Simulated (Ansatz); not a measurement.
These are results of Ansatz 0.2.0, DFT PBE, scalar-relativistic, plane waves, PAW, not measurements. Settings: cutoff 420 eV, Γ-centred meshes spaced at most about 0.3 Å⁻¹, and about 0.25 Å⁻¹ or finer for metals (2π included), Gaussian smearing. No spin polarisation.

Each guess is relaxed in cell and atoms at zero pressure, on a coarse mesh first where it starts far from rest and then on a converged one. The steps can't lower the symmetry of the start, but it can rise. Energies are static (0 K, no zero-point motion).

This guess for PbO₂ isn't its lowest structure:

```
Pb O
1.0
     0.00000    4.59907    4.59907
     4.59907    0.00000    4.59907
     4.59907    4.59907    0.00000
Pb O
4 8
Direct
  0.62500 0.62500 0.62500
  0.62500 0.62500 0.12500
  0.62500 0.12500 0.62500
  0.12500 0.62500 0.62500
  0.42208 0.85931 0.85931
  0.85931 0.85931 0.85931
  0.82792 0.39069 0.39069
  0.39069 0.39069 0.82792
  0.39069 0.39069 0.39069
  0.39069 0.82792 0.39069
  0.85931 0.85931 0.42208
  0.85931 0.42208 0.85931
```

**Question.** Where does the relaxation end?

**Answer.** Fd-3m at 16.2 Å³/atom → Fd-3m at 18.2 Å³/atom. Conventional cell: a = 9.556 Å. Pb has 6 O at 2.24 Å; O has 3 Pb at 2.24 Å.

```cif
data_structure
_symmetry_space_group_name_H-M 'P 1'
_symmetry_Int_Tables_number 1
_cell_length_a 6.7571
_cell_length_b 6.7571
_cell_length_c 6.7571
_cell_angle_alpha 60.000
_cell_angle_beta 60.000
_cell_angle_gamma 60.000
_cell_volume 218.16
loop_
_atom_site_label
_atom_site_type_symbol
_atom_site_fract_x
_atom_site_fract_y
_atom_site_fract_z
_atom_site_occupancy
Pb1 Pb 0.62500 0.62500 0.62500 1
Pb2 Pb 0.62500 0.62500 0.12500 1
Pb3 Pb 0.62500 0.12500 0.62500 1
Pb4 Pb 0.12500 0.62500 0.62500 1
O1 O 0.42358 0.85881 0.85881 1
O2 O 0.85881 0.85881 0.85881 1
O3 O 0.82642 0.39119 0.39119 1
O4 O 0.39119 0.39119 0.82642 1
O5 O 0.39119 0.39119 0.39119 1
O6 O 0.39119 0.82642 0.39119 1
O7 O 0.85881 0.85881 0.42358 1
O8 O 0.85881 0.42358 0.85881 1
```

**Question.** Compare it with the lowest PbO₂ structure at this level.

**Answer.** It lies 123 meV/atom above the lowest of the 7 forms computed, a structure that the Crystallography Open Database (COD) lists, of the rutile type. Space group P4_2/mnm (No. 136), tetragonal, a = 5.082 Å, c = 3.443 Å. Pb has 6 O at 2.21 Å; O is surrounded by 3 Pb at 2.21 Å. That form has 14.8 Å³/atom and no gap on its mesh; the guess's end has 0.67 eV. Counting O atoms around Pb (those within 1.25 times the shortest such distance or 1.15 times the sum of covalent radii), the guess's end and the lowest form both have Pb 6. Shaken at random and relaxed again, the guess's end came back.

Spin–orbit coupling, which can matter for Pb, is left out. Kohn–Sham gaps at this level usually fall short of measured ones. The missing spin–orbit coupling can work the other way here. The zero gap of P4_2/mnm may come from the functional, which often closes small gaps. Some candidate types were left out of the draw beforehand, so a known form may be missing.
